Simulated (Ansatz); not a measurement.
Reactions of C₂H₆BClO₂ (`COB(Cl)OC`).

Calculated with Ansatz (gas phase, PBE0-D4/def2-TZVP geometries, no zero-point term in ΔE). CCSD(T)/CBS adds triple-zeta CCSD(T) − MP2 to the extrapolated MP2 energy (def2 sets, frozen cores). This one scheme is used for every species. DFT in def2-TZVPP. B3LYP here is the variant with VWN-RPA as its local correlation; programs differ in this. def2 core potentials past Kr. For Cd, Ge, Sn outer-core shells are correlated without core-valence functions, which leaves a few kJ/mol of doubt a bond. Scalar relativity is left out up to krypton. Each species was taken in one conformer, which may not be the lowest.

| reaction | PBE-D4 (kJ/mol) | r2SCAN-D4 (kJ/mol) | CCSD/CBS(def2) (kJ/mol) | B3LYP-D4 (kJ/mol) | CCSD(T)/CBS(def2) (kJ/mol) |
| --- | --- | --- | --- | --- | --- |
| `COB(Cl)OC` + `C=CCC` → `C=CC(C)C` + `COB(O)Cl` | -53 | -54 | -56 | -48 | -58 |
| `COB(Cl)OC` + `[CH3][Cd][F]` → `C[CH2][Cd][F]` + `COB(O)Cl` | -36 | -34 | -35 | -30 | -36 |
| `COB(Cl)OC` + `[OH][SnH2][Cl]` → `COB(Cl)Cl` + `C[O][SnH2][OH]` | 121 | 129 | 130 | 131 | 126 |
| `COB(Cl)OC` + `CO[Si](N)(F)F` → `CN[Si](F)(F)OC` + `COB(O)Cl` | -14 | -10 | -12 | -10 | -12 |
| `COB(Cl)OC` + `C[S][GeH]([F])[F]` → `C[S][Ge]([CH3])([F])[F]` + `COB(O)Cl` | -100 | -102 | -105 | -97 | -106 |

Largest T1 diagnostic: 0.014, for `[CH3][Cd][F]`.
